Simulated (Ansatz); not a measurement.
**SiNi (Pmmn): electronic heat capacity and spin susceptibility from the density of states**

Method: DFT r2SCAN, scalar-relativistic, plane waves, PAW in Ansatz 0.2.0.

Cutoff 500 eV; k points 14×12×10 on the computed 4-atom cell (Γ-centred); Gaussian smearing, width 0.10 eV; no spin polarisation.

Relaxed cell: Pmmn, a = 2.986 Å, b = 3.251 Å, c = 4.668 Å, α = 90.00°, β = 90.00°, γ = 90.00°, 4 atoms in the primitive cell. This form isn't the usual stable structure of the compound.

The density of states at the Fermi level is 0.997 states/eV in the cell of 4 atoms (2 formula units; both spins, tetrahedra on a 21×18×15 mesh).

Problem. What Sommerfeld coefficient and Pauli susceptibility does this give?

Solution. Per formula unit N(E_F) = 0.499 states/eV. γ = (π²/3) k_B² N(E_F) N_A = 2.357 mJ/(mol K²) per state/eV, so γ = 1.2 mJ/(mol K²), a mole of formula units. χ_P = μ_B² N(E_F) N_A = 3.23×10⁻⁵ emu/mol per state/eV gives 1.6×10⁻⁵ emu/mol. This is the bare band result: a measured γ of the same phase is as a rule larger by a factor 1 + λ from phonons and spin fluctuations, the spin part of χ is larger by the Stoner factor, and a measured χ also holds orbital and core terms. N(E_F) at one energy is sensitive to the mesh where the density of states has sharp peaks.

A ferromagnetic start lost its moments in a first run, so spin was left out; other magnetic orders weren't tried.

Cost: 1 run of about 3.8 core-minutes, on Arm Neoverse V1 (shared hosts).